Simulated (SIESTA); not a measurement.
Crystal: Ni.

```
Ni
1.0
     2.44802    0.00000    0.00000
    -1.22401    2.12005    0.00000
     0.00000    0.00000    4.07281
Ni
2
Direct
  0.66667 0.33333 0.75000
  0.33333 0.66667 0.25000
```

This isn't the form of Ni at room conditions, which is fcc.

- Program: SIESTA 5.4.2
- Task: single point
- Functional: PBEsol
- Potentials or basis: PseudoDojo 0.4 standard (PBEsol files)
- Basis: DZP (energy shift 0.003 Ry; two zetas on semicore shells)
- Grid cutoff: 800 Ry
- Energy shift: 0.003 Ry
- k mesh: 12 × 12 × 7
- Occupations: fermi-dirac, width 0.05 eV
- Spin: collinear spin, ferromagnetic start
- Starting moments: [1.0, 1.0] μB

On this cell: pressure -3.5 GPa; largest force under 0.003 eV/Å; net moment 1.33 μB per cell; site moments Ni +0.67 μB; band gap on the k mesh none (metal or under the smearing width).

The same run follows on a disturbed copy (atoms moved at random, drawn with an rms of 0.05 Å):

```
CELL_PARAMETERS angstrom
2.44802 0.00000 0.00000
-1.22401 2.12005 0.00000
0.00000 0.00000 4.07281
ATOMIC_POSITIONS crystal
Ni 0.67277 0.33548 0.75541
Ni 0.34218 0.65836 0.24447
```

What changes?

The energy (extrapolated to zero smearing) moves by +6.1 meV/atom; pressure -3.0 GPa; largest force 0.453 eV/Å; net moment 1.33 μB per cell; site moments Ni +0.67 μB; band gap on the k mesh none (metal or under the smearing width).

Forces on the atoms (eV/Å):
```
Ni   0.027 -0.026 -0.450
Ni  -0.029  0.025  0.451
```

Stress tensor (GPa, compression positive):
```
-0.83 -0.24 -0.15
-0.24 -1.57  0.10
-0.15  0.10 -6.50
```

Caveats: short orbitals over semicore shells can move pressures by several GPa; the basis of atomic orbitals isn't converged, which shifts pressures, moduli and gaps.
